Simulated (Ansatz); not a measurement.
# InSb: the cost of one run

Computed with Ansatz 0.2.0 (DFT PBE, scalar-relativistic, plane waves, PAW, unless a step's input says otherwise).

1 further run of the same task is left out (set aside as unsound or not needed).

**1. The system as given**

It takes space group F-43m (No. 216, cubic). Conventional cell: a = 6.635 Å, b = 6.635 Å, c = 6.635 Å, α = 90.00°, β = 90.00°, γ = 90.00°. In (site symmetry -43m) is surrounded by 4 Sb at 2.87 Å. Sb (site symmetry -43m) is surrounded by 4 In at 2.87 Å.

Structure file:

```cif
data_structure
_symmetry_space_group_name_H-M 'F-43m'
_symmetry_Int_Tables_number 216
_cell_length_a 6.6348
_cell_length_b 6.6348
_cell_length_c 6.6348
_cell_angle_alpha 90.000
_cell_angle_beta 90.000
_cell_angle_gamma 90.000
_cell_volume 292.07
loop_
_atom_site_label
_atom_site_type_symbol
_atom_site_symmetry_multiplicity
_atom_site_Wyckoff_symbol
_atom_site_fract_x
_atom_site_fract_y
_atom_site_fract_z
_atom_site_occupancy
In1 In 4 a 0.00000 0.00000 0.00000 1
Sb1 Sb 4 d 0.25000 0.25000 0.75000 1
```

This cell was relaxed beforehand with the same method: volume 36.51 Å³/atom, gap on the mesh none (metal).

**2. Building the linear chain**

A free-standing chain of the crystal's atoms, periodic along c. Atoms and period relax; energies count from the bulk, -6041.2940 eV an atom.

The cell holds 1 In, 1 Sb: a = 9.000 Å, b = 9.300 Å, c = 5.171 Å, α = 90.00°, β = 90.00°, γ = 90.00°.

**3. Relaxation**

Pressure and volume refer to the whole cell with its vacuum; only the period along c may change.

Input file input.yaml:

```yaml
crystal:
  lattice:
    - [9.0, 0.0, 0.0]
    - [0.0, 9.3, 0.0]
    - [0.0, 0.0, 5.1713537694]
  atoms:
    - { symbol: In, position: [0.5, 0.5, 0.0], spin: 0.5 }
    - { symbol: Sb, position: [0.5, 0.5, 0.5], spin: 0.5 }
basis:
  ecutwfc: 420
kpoints:
  mp_grid: { grid: [1, 1, 13] }
hamiltonian:
  xc: pbe
scf:
  occupations: { method: gaussian, width: 0.05 }
output:
  forces: true
  stress: true
  eigenvalues: true
  populations: true
  write_density: true
  write_potential: true
  elf: true
  volumetric_format: npy
magnetization:
  spin_polarized: true
relax:
  adjacent_minimum: "off"
  f_tol: 0.01
  max_steps: 45
  cell: { fix: [a, b, alpha, beta, gamma], stress_tol: 0.03 }
```

Run with:

```sh
> ansatz run input.yaml --threads 2 --pin off --max-ram 5120MiB --backend cpu --events-out ev --progress --plain --runs-dir out
```

What time and memory should one allow on 2 threads of Intel Xeon 6975P-C (Granite Rapids), shared host?

About 19 s, with a peak of 0.73 GiB.
